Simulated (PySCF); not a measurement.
**Mayer bond orders and bond lengths**

Compound: C6H5O (charge -1).
SMILES with atom numbers: `[O-:1][c:2]1[cH:3][cH:4][cH:5][cH:6][cH:7]1` (hydrogens: H8 on C3; H9 on C4; H10 on C5; H11 on C6; H12 on C7)

Structure used (GFN2-xTB), in Å, numbered top down from 1:
```
atom  x, y, z in Å
O1    -1.8346   -1.9821    0.0696
C2    -0.9781   -1.0569    0.0362
C3    -1.3320    0.3310    0.0251
C4    -0.3929    1.3311   -0.0123
C5     0.9667    1.0444   -0.0405
C6     1.3570   -0.2895   -0.0307
C7     0.4326   -1.3031    0.0055
H8    -2.3885    0.5805    0.0481
H9    -0.7150    2.3721   -0.0193
H10    1.7039    1.8404   -0.0686
H11    2.4195   -0.5310   -0.0524
H12    0.7626   -2.3377    0.0132
```

Bond orders from the PBE0/pcSseg-1 density (PySCF). Isolated species at its GFN2-xTB geometry, gas phase. The pcSseg-1 basis has no diffuse functions, a weakness for an anion.

(1) How far do the computed orders between heavy atoms stray from the drawn ones?

(2) Set the Mayer orders of the bonds beside their lengths.

Answers

(1) The largest departure is 0.680, at O1–C2 (drawn single, 1.680), counting aromatic bonds as 1.5. Drawn single, order above 1.12: O1–C2 (1.680). The bonds drawn aromatic range from 1.21 to 1.48. The SMILES, with its formal charges, is one Lewis structure only.

(2) 
```csv
bond,drawn as,length (Å),Mayer order
O1–C2,single,1.261,1.680
C2–C3,aromatic,1.432,1.213
C3–C4,aromatic,1.372,1.481
C4–C5,aromatic,1.390,1.379
C5–C6,aromatic,1.390,1.379
C6–C7,aromatic,1.372,1.481
C7–C2,aromatic,1.432,1.213
C3–H8,single,1.086,0.958
C4–H9,single,1.090,0.966
C5–H10,single,1.085,0.973
C6–H11,single,1.090,0.966
C7–H12,single,1.086,0.958
```

Bonds between the same two heavy elements. C–C: lowest C2–C3 and C7–C2 (1.213, 1.432 Å), highest C3–C4 and C6–C7 (1.481, 1.372 Å). Bonds named together lie within 0.004.

**Question.** Sum the orders of all bonds at each heavy atom with more than one neighbour and set the sums beside the valence in the SMILES.

**Answer.** C2 4.106 (drawn 4), C3 3.652 (drawn 4), C4 3.826 (drawn 4), C5 3.731 (drawn 4), C6 3.826 (drawn 4), C7 3.652 (drawn 4). Orders between atoms that aren't bonded are not in these sums.

For a closed shell the Mayer order of atoms A and B is Σ (PS)μν (PS)νμ over the basis functions μ on A and ν on B, with P the density and S the overlap matrix.

These values come from a run that also computed NMR shieldings. The run took 11 s of wall time on an Arm Neoverse V2 with one thread, on a shared host.
